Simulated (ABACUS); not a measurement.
ZrB2, 3 atoms in the cell. It takes space group P6/mmm (No. 191, hexagonal). The conventional cell has a = 3.170 Å, b = 3.170 Å, c = 3.533 Å, α = 90.00°, β = 90.00°, γ = 120.00°. Zr (site symmetry 6/mmm) is surrounded by 12 B at 2.54 Å. B (site symmetry -6m2) is surrounded by 3 B at 1.83 Å. 

- Program: ABACUS 3.10.1
- Task: single point
- Functional: LDA
- Potentials or basis: PseudoDojo NC SR 0.4.1 LDA standard
- Cutoff: 1361 eV
- Density cutoff: 5442 eV
- Basis: DZP LCAO (the cutoffs set its grid)
- k mesh: 5 × 5 × 4
- Occupations: fermi-dirac, width 0.05 eV
- Spin: no spin polarisation
- Hubbard terms: Zr d U = 4 eV
- Radial cutoff of the potentials (pseudo_rcut): 7 bohr
- Orbital files: Zr Zr_confined-atom_8au_3s2p2d1f.orb, B B_confined-atom_7au_2s2p1d.orb
- SCF threshold on the density: 1e-06
- Max SCF steps: 120
- Eigensolver: genelpa
- Mixing: broyden
- Mixing share: 0.2
- Symmetry key: -1
- Bands: 19
- Threshold to restart the mixing: 0.0005
- Hubbard projectors: numerical atomic orbitals

Potentials or basis: PseudoDojo NC SR 0.4.1 LDA standard, DZP LCAO (the cutoffs set its grid).

Run with:

```sh
$ OMP_NUM_THREADS=1 mpirun -np 4 abacus > log
```

Hardware: 4 MPI ranks on Intel(R) Xeon(R) Platinum 8223CL CPU @ 3.00GHz (Skylake/Cascade Lake), with other jobs on the host.

Q: Estimate the wall time of this run.

A: Run time: 17 s on 4 MPI ranks on Intel(R) Xeon(R) Platinum 8223CL CPU @ 3.00GHz (Skylake/Cascade Lake) (shared host), peak memory 0.52 GiB a rank. Counts: scf iterations 12, k points 100, bands 19, basis 52, ranks 4.
